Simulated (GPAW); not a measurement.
A calculation with GPAW 26.7.0 of TiTe2 (ASE script, Cartesian positions):

Contents of run.py:

```python
from ase.dft.bandgap import bandgap
from ase.io import read, write
from ase.units import GPa
from gpaw import GPAW, PW

atoms = read('TiTe2.xyz')

calc = GPAW(mode=PW(500),
            xc='PBE',
            kpts={'size': (7, 7, 4), 'gamma': True},
            occupations={'name': 'fermi-dirac', 'width': 0.05},
            nbands=24,
            maxiter=120,
            txt='gpaw.txt')
atoms.calc = calc
energy = atoms.get_potential_energy()
forces = atoms.get_forces()
stress = atoms.get_stress()
calc.write('gs.gpw')
write('result.traj', atoms)
print(f'Energy: {energy:.6f} eV')
print('Forces (eV/A):')
print(forces.round(4))
print('Stress (GPa):', (stress / GPa).round(3))
print('Fermi level:', round(calc.get_fermi_level(), 4), 'eV')
print(f'Gap: {bandgap(calc)[0]:.4f} eV, direct: {bandgap(calc, direct=True)[0]:.4f} eV')
```

TiTe2.xyz

```xyz
3
Lattice="3.7770000000 0.0000000000 0.0000000000 -1.8885000000 3.2709779501 0.0000000000 0.0000000000 0.0000000000 6.4980000000" Properties=species:S:1:pos:R:3 pbc="T T T"
Te    -0.0000000002      2.1806519668      4.7903256000
Te     1.8885000002      1.0903259833      1.7076744000
Ti     0.0000000000      0.0000000000      0.0000000000
```

Potentials or basis: GPAW PAW data sets (gpaw-data 1.2.1), pw.

The run is started by

```bash
$ OMP_NUM_THREADS=1 python run.py
```

Task: Write the same calculation in another form: ASE script, structure typed inline.

Result: As run:

The input run.py:

```python
from ase import Atoms
from ase.dft.bandgap import bandgap
from ase.io import write
from ase.units import GPa
from gpaw import GPAW, PW

atoms = Atoms(['Te', 'Te', 'Ti'],
              cell=[[3.777, 0.0, 0.0],
                    [-1.8885, 3.2709779501, 0.0],
                    [0.0, 0.0, 6.498]],
              scaled_positions=[[0.3333333333, 0.6666666667, 0.7372],
                                [0.6666666667, 0.3333333333, 0.2628],
                                [0.0, 0.0, 0.0]],
              pbc=True)

calc = GPAW(mode=PW(500),
            xc='PBE',
            kpts={'size': (7, 7, 4), 'gamma': True},
            occupations={'name': 'fermi-dirac', 'width': 0.05},
            nbands=24,
            maxiter=120,
            txt='gpaw.txt')
atoms.calc = calc
energy = atoms.get_potential_energy()
forces = atoms.get_forces()
stress = atoms.get_stress()
calc.write('gs.gpw')
write('result.traj', atoms)
print(f'Energy: {energy:.6f} eV')
print('Forces (eV/A):')
print(forces.round(4))
print('Stress (GPa):', (stress / GPa).round(3))
print('Fermi level:', round(calc.get_fermi_level(), 4), 'eV')
print(f'Gap: {bandgap(calc)[0]:.4f} eV, direct: {bandgap(calc, direct=True)[0]:.4f} eV')
```

Potentials or basis: GPAW PAW data sets (gpaw-data 1.2.1), pw.

Launch:

```sh
$ OMP_NUM_THREADS=1 python run.py
```

Both were run:

|  | ASE script, Cartesian positions | ASE script, structure typed inline |
| --- | --- | --- |
| Pressure | 0.6 GPa | 0.6 GPa |
| Largest force | 0.013 eV/Å | 0.013 eV/Å |
| Band gap on the k mesh | none (metal or under the smearing width) | none (metal or under the smearing width) |

Keys that steer only the numerical path or the files written may differ.

Caveat: the cutoff is short for stress and forces, so pressures can be off by a GPa or more; this functional lacks dispersion, which binds the layers, so the pressure and a relaxed spacing across them are unreliable.
